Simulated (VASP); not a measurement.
Wanted: the native input for a VASP 6.6.1 run.

| Item | Value |
| --- | --- |
| Task | relaxation of cell and atoms |
| Functional | PBE |
| Dispersion | D3(BJ) |
| Potentials or basis | VASP PAW PBE potentials, release 64 (Cd, O) |
| Cutoff | 520 eV |
| k mesh | 16 × 16 × 16 |
| Occupations | gaussian, width 0.1 eV |
| Spin | no spin polarisation |
| Target pressure | 150 GPa |
| Further INCAR settings | ALGO = Normal; EDIFF = 1e-07; IBRION = 2; EDIFFG = -0.002; NSW = 80; ISIF = 3 |
| Target pressure | 150 GPa |

The structure of CdO lies in POSCAR:

```
CdO                                     
1.0
   -0.0000000000      2.0674777525      2.0674777525
    2.0674777525     -0.0000000000      2.0674777525
    2.0674777525      2.0674777525      0.0000000000
  Cd              O             
     1     1
Direct
     0.0000000000000000    0.0000000000000000    0.0000000000000000
     0.5000000000000000    0.5000000000000000    0.5000000000000000
```

The input as run:

INCAR

```
ALGO = Normal ; EDIFF = 1E-7
EDIFFG = -0.002 ; ENCUT = 520
GGA = PE ; IBRION = 2
ISIF = 3 ; ISMEAR = 0
IVDW = 12 ; LASPH = T
LCHARG = F ; LREAL = F
LWAVE = F ; NELM = 100
NSW = 80 ; PREC = Accurate
PSTRESS = 1500 ; SIGMA = 0.1
```

KPOINTS

```
k-points
0
Gamma
  16 16 16
```

Potentials or basis: VASP PAW PBE potentials, release 64 (Cd, O).

Run with:

```sh
$ cat potpaw_PBE.64/Cd/POTCAR potpaw_PBE.64/O/POTCAR > POTCAR
$ mpirun -np 1 vasp_std > vasp.out
```

Results of the run:

The energy change on relaxing (the enthalpy is what falls) is -0.7 meV/atom. The ionic steps are 3, the pressure after relaxing is 150.0 GPa and the band gap on the k mesh is 0.42 eV, indirect (least direct gap 3.95 eV). The dispersion energy per atom is -0.434 eV.

Caveat: the cell is relaxed towards a set pressure, so the enthalpy falls and the energy may rise.

It took 62 s on 1 thread of Intel(R) Xeon(R) Platinum 8259CL CPU @ 2.50GHz (Skylake/Cascade Lake), on a shared host, peak memory 0.18 GiB.
